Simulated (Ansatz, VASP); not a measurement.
## H in VASP and in Ansatz

```
CELL_PARAMETERS angstrom
0.00000 1.13636 1.13636
1.13636 0.00000 1.13636
1.13636 1.13636 0.00000
ATOMIC_POSITIONS crystal
H 0.00000 0.00000 0.00000
```

Alike in both runs: functional r2SCAN; k mesh 8 × 8 × 8; occupations gaussian, width 0.1 eV; no spin polarisation.

Ansatz relaxed the structure, and its values are those at the end. VASP's run is a single point on that final structure, the one shown.

```csv
,VASP,Ansatz
version,VASP 6.6.1,Ansatz 0.2.0
potentials or method,"VASP PAW PBE potentials, release 64 (H)","scalar-relativistic, plane waves, PAW"
plane-wave cutoff (eV),520,500
valence electrons in the cell,1,1
```

Ansatz gave:

```
gap on the k mesh at the Fermi level (eV) : none
pressure (GPa)                            : 0.1
```

**Question.** Estimate VASP's values.

**Answer.** gap on the k mesh at the Fermi level (eV): none; pressure (GPa): -0.4.

A gap of «none» marks a metal or a gap that the smearing closes.

Caveats: the k mesh is coarse (spacing up to 0.60 Å⁻¹), so the values aren't converged; the PAW data sets were made with another functional, which shifts forces and pressure a little (VASP).
